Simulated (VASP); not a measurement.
A run of VASP 6.6.1 is set up as follows.

File INCAR:

```
  PREC = Accurate
  ENCUT = 600
  EDIFF = 1E-6
  ISMEAR = -1
  SIGMA = 0.05
  LREAL = False
  LASPH = True
  NELM = 80
  ALGO = Fast
  ISIF = 3
  LWAVE = False
  LCHARG = False
  GGA = PE
  IBRION = 2
  NSW = 60
  EDIFFG = -0.01
  PSTRESS = 0
```

File KPOINTS:

```
regular mesh
0
Gamma
  8 8 8
```

File POSCAR:

```
CdSe
1.0
    3.5568600000      0.0000000000      0.0000000000
    0.0000000000      3.5568600000      0.0000000000
    0.0000000000      0.0000000000      3.5568600000
Cd Se
1 1
Direct
    0.5000000000      0.5000000000      0.5000000000
    0.0000000000      0.0000000000      0.0000000000
```

Potentials or basis: VASP PAW PBE potentials, release 64 (Cd, Se).

The run is started by

```console
$ cat potpaw_PBE.64/Cd/POTCAR potpaw_PBE.64/Se/POTCAR > POTCAR
$ mpirun -np 1 vasp_std > vasp.out
```

(1) What does it give for the relaxed cell?

(2) Estimate the space group after relaxing (to 0.05 Å).

(3) What does it give for the relaxed volume?

## Answers

(1) a = 3.563 Å, b = 3.563 Å, c = 3.563 Å, α = 90.00°, β = 90.00°, γ = 90.00°.

(2) Pm-3m (No. 221).

(3) 22.61 Å³/atom.
